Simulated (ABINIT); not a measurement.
Runs of ABINIT 10.8.3 (patched build) on PbS. The structure is cubic, space group Pm-3m (No. 221). The conventional cell has a = 3.654 Å, b = 3.654 Å, c = 3.654 Å, α = 90.00°, β = 90.00°, γ = 90.00°. Pb (site symmetry m-3m) is surrounded by 8 S at 3.16 Å. S (site symmetry m-3m) has 8 Pb at 3.16 Å as nearest neighbours. Measurements of this composition are mostly on another form, of space group No. 225.

| level | pressure (GPa) |
| --- | --- |
| RPBE | (a) |
| revPBE | 1.2 |
| AM05 | (b) |
| PW91 | -0.3 |
| BLYP | 4.3 |

Alike in all rows: task single point; potentials or basis JTH PAW PBE v2.0; no spin polarisation; cell as given; k mesh 7 × 7 × 7; cutoff (eV) 707; smearing fermi-dirac 0.05 eV.

Problem. Estimate the missing entries.

Solution. (a) 1.8; (b) -3.2.

Caveats: the PAW data sets were made with another functional, which shifts forces and pressure a little.

Runs at the PBE level aren't shown here.
